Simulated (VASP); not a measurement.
The system is HgSe (e600).

```
Hg Se
1.0
     0.00000    3.03900    3.03900
     3.03900    0.00000    3.03900
     3.03900    3.03900    0.00000
Hg Se
1 1
Direct
  0.00000 0.00000 0.00000
  0.25000 0.25000 0.25000
```

```yaml
Program: VASP 6.6.1
Task: relaxation of cell and atoms
Functional: PBE
Potentials_or_basis: VASP PAW PBE potentials, release 64 (Hg, Se)
Cutoff: 600 eV
k_mesh: 12 × 12 × 12
Occupations: gaussian, width 0.1 eV
Spin: no spin polarisation
```

At the start: pressure 5.1 GPa; volume 28.07 Å³/atom.

Question: How do energy, volume and symmetry change on relaxing?

Answer: Over 7 steps the energy falls by 39.2 meV/atom and the volume is 30.81 Å³/atom (+9.8 %); space group F-43m (No. 216, to 0.05 Å).

Step by step:
```tsv
step	energy change (eV)	largest force (eV/Å)	pressure (GPa)	volume (Å³)
1	0.0000	0.0000	5.05	56.13
2	-0.0702	0.0000	-1.26	63.64
3	-0.0785	0.0000	0.02	61.58
4	-0.0785	0.0000	-0.08	61.70
5	-0.0785	0.0000	0.07	61.56
6	-0.0785	0.0000	-0.02	61.62
7	-0.0785	0.0000	0.00	61.61
```

Final structure:
```
Hg Se
1.0
     0.00000    3.13479    3.13479
     3.13479    0.00000    3.13479
     3.13479    3.13479    0.00000
Hg Se
1 1
Direct
  0.00000 0.00000 0.00000
  0.25000 0.25000 0.25000
```
